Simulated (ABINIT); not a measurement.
An input for ABINIT 10.8.3 (AlN (P6_3mc)):

```
acell 3*1.0 Angstrom
rprim 
  3.113000000011 -0.000000000003 0.000000000000
  -1.556500000003 2.695937081992 0.000000000000
  0.000000000000 0.000000000000 4.981000000000
ntypat 2
znucl 13 7
natom 4
typat 1 1 2 2
xred 
  0.333333333333 0.666666666667 0.000000000000
  0.666666666667 0.333333333333 0.500000000000
  0.333333333333 0.666666666667 0.380000000000
  0.666666666667 0.333333333333 0.880000000000
pp_dirpath "pseudos"
pseudos "Al.upf, N.upf"
ecut 36
ngkpt 6 6 4
nshiftk 1
shiftk 0 0 0
kptopt 1
chksymbreak 0
istwfk *1
occopt 1
irdwfk 1
optdriver 4
nband 165
gwcalctyp 0
ecutsigx 36
symsigma 1
nkptgw 1
kptgw 
  0.0000000000 0.0000000000 0.0000000000
bdgw 
  6 10
ecuteps 10
irdscr 1
ppmodel 1
indata_prefix "in"
outdata_prefix "out"
tmpdata_prefix "tmp"
```

The database entry behind the starting cell differs from later determinations by our own check (inner coordinate u about 0.002 short), so it need not match the best structure at ambient conditions.

```sh
OMP_NUM_THREADS=1 mpirun -n 4 abinit run.abi > log
```

Estimate wall time and host memory on 4 MPI ranks of Intel Xeon Platinum 8375C at 2.90GHz (Ice Lake), shared host.

It took 40 s; on shared hardware allow 20 s to 79 s. Peak host memory was 2.5 GiB.

[Paths, hosts, dates, memory and timing lines, banners, echoed tables and standing remarks are left out of the program output.]

[Logs are printed without paths, hosts, clocks, repeated set-up lines and the standing remarks that a program may print on its own settings, such as how far it seeks lower states.]

[Runs of the session that timed out or met a known fault of the program may be left out.]

[Hosts, paths, dates, database ids (printed as entryN), source tags and the programs' standing remarks are cut or masked in the printed files.]

[G0W0 gaps are taken among the corrected bands and points alone; a level outside them can change the order at an edge.]

[Where Ansatz stands beside ABINIT at settings called matched, ABINIT's density can come from a denser mesh and the files from another edition; pairs whose starting gaps differed by over 0.03 eV were left out, so agreement reads better than it is.]
